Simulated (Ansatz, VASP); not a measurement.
# Two plane-wave programs on Ag

The input INCAR:

```
SYSTEM = Ag
ALGO = Normal
EDIFF = 1E-6
EDIFFG = -0.01
ENCUT = 600
GGA = PE
IBRION = 2
ISIF = 3
ISMEAR = 0
LASPH = .TRUE.
LCHARG = .FALSE.
LREAL = .FALSE.
LWAVE = .FALSE.
NELM = 100
NSW = 100
PREC = Accurate
SIGMA = 0.1
```

Contents of KPOINTS:

```
k-points
0
G
  12 12 16
  0 0 0
```

Contents of POSCAR:

```
Ag
1.0
    4.7735565713      0.0000000000      0.0000000000
   -2.3867782856      4.1340212571      0.0000000000
    0.0000000000      0.0000000000      2.7833505871
Ag
3
Direct
    0.0000000000      0.0000000000      0.0000000000
    0.3333333333      0.6666666667      0.5000000000
    0.6666666667      0.3333333333      0.5000000000
```

Input for Ansatz:

```yaml
crystal:
  lattice:
    - [4.7735565713, 0.0, 0.0]
    - [-2.3867782856, 4.1340212571, 0.0]
    - [0.0, 0.0, 2.7833505871]
  atoms:
    - { symbol: Ag, position: [0.0, 0.0, 0.0] }
    - { symbol: Ag, position: [0.3333333333, 0.6666666667, 0.5] }
    - { symbol: Ag, position: [0.6666666667, 0.3333333333, 0.5] }
basis:
  ecutwfc: 420
kpoints:
  mp_grid: { grid: [12, 12, 16] }
hamiltonian:
  xc: pbe
scf:
  occupations: { method: gaussian, width: 0.1 }
output:
  forces: true
  stress: true
  eigenvalues: true
relax:
  adjacent_minimum: "off"
  f_tol: 0.01
  max_steps: 80
  cell: { stress_tol: 0.05 }
```

Alike in both runs: task relaxation of cell and atoms; functional PBE; k mesh 12 × 12 × 16; occupations gaussian, width 0.1 eV; no spin polarisation.

|  | VASP | Ansatz |
| --- | --- | --- |
| version | VASP 6.6.1 | Ansatz 0.2.0 |
| potentials or method | VASP PAW PBE potentials, release 64 (Ag) | scalar-relativistic, plane waves, PAW |
| plane-wave cutoff (eV) | 600 | 420 |
| valence electrons in the cell | 33 | 57 |

VASP gave:

| Quantity | Value |
| --- | --- |
| gap on the k mesh at the Fermi level, each at its own relaxed structure (eV) | none |
| relaxed volume (Å³/atom) | 18.23 |
| relaxed cell length with the largest relative difference (Å) | 2.825 |
| energy change over the relaxation (meV/atom) | -3 |

Q: What did Ansatz give for the same quantities?

A: gap on the k mesh at the Fermi level, each at its own relaxed structure (eV): none; relaxed volume (Å³/atom): 18.24; relaxed cell length with the largest relative difference (Å): 2.826; energy change over the relaxation (meV/atom): -3.

A gap of «none» marks a metal or a gap that the smearing closes. The two sets of potentials don't hold the same shells in valence.
